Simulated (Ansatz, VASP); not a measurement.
**LiCl in VASP and in Ansatz**

The input INCAR:

```
SYSTEM = LiCl
ALGO     = Fast           ! electronic algorithm
EDIFF    = 1E-7           ! SCF threshold, eV
ENCUT    = 520            ! plane-wave cutoff, eV
GGA      = PE             ! functional
ISIF     = 2              ! what is computed and relaxed
ISMEAR   = 0              ! smearing method
LASPH    = .TRUE.         ! aspherical terms in the spheres
LCHARG   = .FALSE.        ! write CHGCAR
LREAL    = .FALSE.        ! projectors in reciprocal space
LWAVE    = .FALSE.        ! write WAVECAR
NBANDS   = 18             ! bands
NELM     = 100            ! most SCF steps
PREC     = Accurate       ! precision mode
SIGMA    = 0.02           ! smearing width, eV
```

KPOINTS

```
k-points
0
G
  9 9 4
  0 0 0
```

The input POSCAR:

```
LiCl
1.0
    3.8034856016     -0.0082030038      0.0392488221
   -1.9088468105      3.2764666935      0.0078059039
    0.0635716100      0.0513022893      6.0615530135
Li Cl
2 2
Direct
    0.6561760154      0.3299117834      0.8771527271
    0.3386768441      0.6645278356      0.3771448619
    0.6710112603      0.3318005477      0.4996320880
    0.3341373512      0.6737627752      0.9960723229
```

Input for Ansatz:

```yaml
crystal:
  lattice:
    - [3.8034856016, -0.0082030038, 0.0392488221]
    - [-1.9088468105, 3.2764666935, 0.0078059039]
    - [0.06357161, 0.0513022893, 6.0615530135]
  atoms:
    - { symbol: Li, position: [0.6561760154, 0.3299117834, 0.8771527271] }
    - { symbol: Li, position: [0.3386768441, 0.6645278356, 0.3771448619] }
    - { symbol: Cl, position: [0.6710112603, 0.3318005477, 0.499632088] }
    - { symbol: Cl, position: [0.3341373512, 0.6737627752, 0.9960723229] }
basis:
  ecutwfc: 420
kpoints:
  mp_grid: { grid: [9, 9, 4] }
hamiltonian:
  xc: pbe
scf:
  occupations: { method: gaussian, width: 0.02 }
output:
  forces: true
  stress: true
  eigenvalues: true
```

Change from the starting cell: all atoms moved at random, cell strained at random.

Alike in both runs: task single point; functional PBE; k mesh 9 × 9 × 4; occupations gaussian, width 0.02 eV; no spin polarisation.

|  | VASP | Ansatz |
| --- | --- | --- |
| version | VASP 6.6.1 | Ansatz 0.2.0 |
| potentials or method | VASP PAW PBE potentials, release 64 (Li_sv, Cl) | scalar-relativistic, plane waves, PAW |
| plane-wave cutoff (eV) | 520 | 420 |
| valence electrons in the cell | 20 | 20 |

Ansatz gave:

| Item | Value |
| --- | --- |
| gap on the k mesh at the Fermi level (eV) | 6.30 |
| least direct gap on the mesh (eV) | 6.30 |
| rms of the force components (eV/Å) | 0.084 |

**Question.** Which values does VASP return?

**Answer.** gap on the k mesh at the Fermi level (eV): 6.31; least direct gap on the mesh (eV): 6.31; rms of the force components (eV/Å): 0.085.

Atom by atom the forces differ by 0.001 eV/Å (rms over components). The functional is the same, so the differences come from potentials, cutoffs and numerics.

Caveats: an odd mesh through Γ misses points on the zone boundary, where band edges often lie.
